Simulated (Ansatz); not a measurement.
## Relaxing Si₂Ni

These are results of Ansatz 0.2.0, DFT PBE, scalar-relativistic, plane waves, PAW, not measurements. Run with 420 eV cutoff, 10×10×8 k-mesh, Gaussian smearing of 0.10 eV, no spin polarisation.

What was changed: shear of c along a, cell held, atoms relaxed: +2.0 %.

Command:

```bash
ansatz run input.yaml --threads 1 --pin off --max-ram 2560MiB --backend cpu --events-out ev --progress --plain --runs-dir out
```

Input:

```yaml
crystal:
  lattice:
    - [2.7233944205, 2.7233944205, 0.0]
    - [-2.7233944205, 2.7233944205, 0.0]
    - [0.0770292265, 0.0770292265, 5.4467888409]
  atoms:
    - { symbol: Si, position: [0.0, 0.5, 0.75] }
    - { symbol: Si, position: [0.5, 0.0, 0.75] }
    - { symbol: Si, position: [0.5, 0.0, 0.25] }
    - { symbol: Si, position: [0.0, 0.5, 0.25] }
    - { symbol: Ni, position: [0.0, 0.0, 0.0] }
    - { symbol: Ni, position: [0.5, 0.5, 0.5] }
basis:
  ecutwfc: 420
kpoints:
  mp_grid: { grid: [10, 10, 8] }
hamiltonian:
  xc: pbe
scf:
  occupations: { method: gaussian, width: 0.1 }
output:
  forces: true
  stress: true
  eigenvalues: true
relax:
  adjacent_minimum: "off"
  f_tol: 0.008
  max_steps: 40
```

F is the free energy.

Steps:

| step | F − F(1) (eV) | largest force component (eV/Å) |
| --- | --- | --- |
| 1 | 0.0000 | 0.100 |
| 2 | -0.0024 | 0.061 |
| 3 | -0.0039 | 0.001 |
| 4 | -0.0039 | 0.001 |

Relaxed structure:

```xyz
6
Lattice="2.7234 2.7234 0.0000 -2.7234 2.7234 0.0000 0.0770 0.0770 5.4468" Properties=species:S:1:pos:R:3 pbc="T T T"
Si   -1.3137    1.4097    4.0854
Si    1.4292    1.4292    4.0848
Si    1.3712    1.3712    1.3620
Si   -1.3327    1.3907    1.3614
Ni    0.0000    0.0000    0.0000
Ni    0.0385    2.7619    2.7234
```

Symmetry: C2/m, No. 12, monoclinic system. The conventional cell has a = 6.609 Å, b = 3.851 Å, c = 3.851 Å, α = 90.00°, β = 124.49°, γ = 90.00°. Si (site symmetry m) is surrounded by 4 Ni at 2.35 to 2.37 Å. Ni (site symmetry 2/m) is surrounded by 8 Si at 2.35 to 2.37 Å.

The run converged. Time: 2.1 min on 1 thread of Arm Neoverse V1, with other jobs on the host, peak memory 0.7 GiB.